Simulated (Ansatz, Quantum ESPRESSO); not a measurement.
# Pb: programs and potentials compared

The starting cell:

```xyz
1
Lattice="0.0000 2.4750 2.4750 2.4750 0.0000 2.4750 2.4750 2.4750 0.0000" Properties=species:S:1:pos:R:3 pbc="T T T"
Pb    0.0000    0.0000    0.0000
```

Alike in all runs: task relaxation of cell and atoms; functional PBEsol; dispersion D4; k mesh 9 × 9 × 9; occupations fermi-dirac, width 0.05 eV; no spin polarisation; no spin-orbit coupling.

```tsv
program and potentials	plane-wave cutoff (eV)	notes	equilibrium volume (Å³/atom)
Ansatz, Ansatz PAW	420	potentials made for PBE, which Ansatz adapts in part	29.16
Ansatz, all-electron LAPW, scalar-relativistic	-	-	29.16
Quantum ESPRESSO, GBRV 1.5 PBEsol	612	-	28.96
```

The equilibrium volume spans 28.96 (Quantum ESPRESSO, GBRV 1.5 PBEsol) to 29.16 Å³/atom (Ansatz, all-electron LAPW, scalar-relativistic), with all-electron results at 29.16. Relaxations stop with a little pressure left, so the last digit of a volume isn't settled.

Differences between rows come from potentials, basis sets and numerical settings, since the functional is the same but for its coding. Runs on potential files found faulty are left out.

The three runs agree closely on the volume of fcc lead, and the PAW result coincides with the all-electron one at 29.16 Å³/atom. The PBE origin of the PAW potentials therefore leaves no visible error in this quantity, although compensating errors can't be excluded. The Quantum ESPRESSO cell is slightly smaller, a difference that probably reflects how its potential treats the core and semicore shells.

All three volumes lie below that of the starting cell, which is close to the measured lattice of lead. Since the all-electron run shares this contraction, the potentials are unlikely to be its main source. PBEsol already favours compact solids, and added dispersion attraction between large, polarisable atoms can shorten the bonds further. Missing spin-orbit coupling may also contribute: lead binds mainly through its valence p electrons, whose spin-orbit splitting is large and tends to weaken the bonding. These runs can't separate the two effects. Nor does agreement at the equilibrium volume establish equal stiffness, which depends on the curvature of the energy around it.
